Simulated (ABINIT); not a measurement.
Crystal: TaN.

```xyz
2
Lattice="0.0000 2.1790 2.1790 2.1790 0.0000 2.1790 2.1790 2.1790 0.0000" Properties=species:S:1:pos:R:3 pbc="T T T"
Ta    2.1790    2.1790    2.1790
N     0.0000    0.0000    0.0000
```

Base run:

- Program: ABINIT 10.8.3 (patched build)
- Functional: PBE
- Potentials or basis: JTH PAW PBE v2.0
- Cutoff: 707 eV
- k mesh: 10 × 10 × 10
- Occupations: fermi-dirac, width 0.05 eV
- Spin: no spin polarisation

Its results: band gap on the k mesh none (metal or under the smearing width); pressure 14.3 GPa.

Task: The run is repeated on the same cell with these changes: potentials or basis from JTH PAW PBE v2.0 to PseudoDojo NC SR PBE v0.4.1 standard; cutoff from 707 eV to 952 eV; k mesh from 10 × 10 × 10 to 8 × 8 × 8. What comes out?

Result: Band gap on the k mesh none (metal or under the smearing width); pressure 13.7 GPa.

Not every run made on this cell is shown here.
